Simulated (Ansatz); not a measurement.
Here is an Ansatz 0.2.0 calculation.

File input.yaml:

```yaml
crystal:
  lattice:
    - [0.0, 2.9305, 2.9305]
    - [2.9305, 0.0, 2.9305]
    - [2.9305, 2.9305, 0.0]
  atoms:
    - { symbol: In, position: [0.0, 0.0, 0.0] }
    - { symbol: P, position: [0.75, 0.75, 0.75] }
kpoints:
  mp_grid: { grid: [8, 8, 8] }
scf:
  occupations: { method: fermi_dirac, width: 0.05 }
hamiltonian:
  xc: lda
  pseudopotentials: { kind: all_electron, lapw: { basis_error: 0.001 } }
output:
  forces: true
  stress: true
relax:
  f_tol: 0.005
  max_steps: 60
  cell: { p_target: 10.0 }
```

Potentials or basis: all-electron LAPW, scalar-relativistic.

Run with:

```console
$ ansatz run input.yaml --threads 1 --pin off --max-ram 3072MiB --backend cpu --events-out ev --progress --plain --runs-dir out
```

Question: What does it give for the space group after relaxing (to 0.05 Å)?

Answer: F-43m (No. 216).

Question: Estimate the relaxed volume.

Answer: 22.17 Å³/atom.

Question: Predict the band gap on the k mesh.

Answer: 1.16 eV.

The path:
```tsv
step	energy change (eV)	largest force (eV/Å)	volume (Å³)
1	0.0000	0.0000	50.33
2	0.2127	0.0000	43.33
3	0.1281	0.0000	44.55
4	0.1407	0.0000	44.34
5	0.1407	0.0000	44.34
```

Caveat: spin-orbit coupling is left out, which moves the levels of the heavy elements. LDA usually gives volumes a few per cent too small.
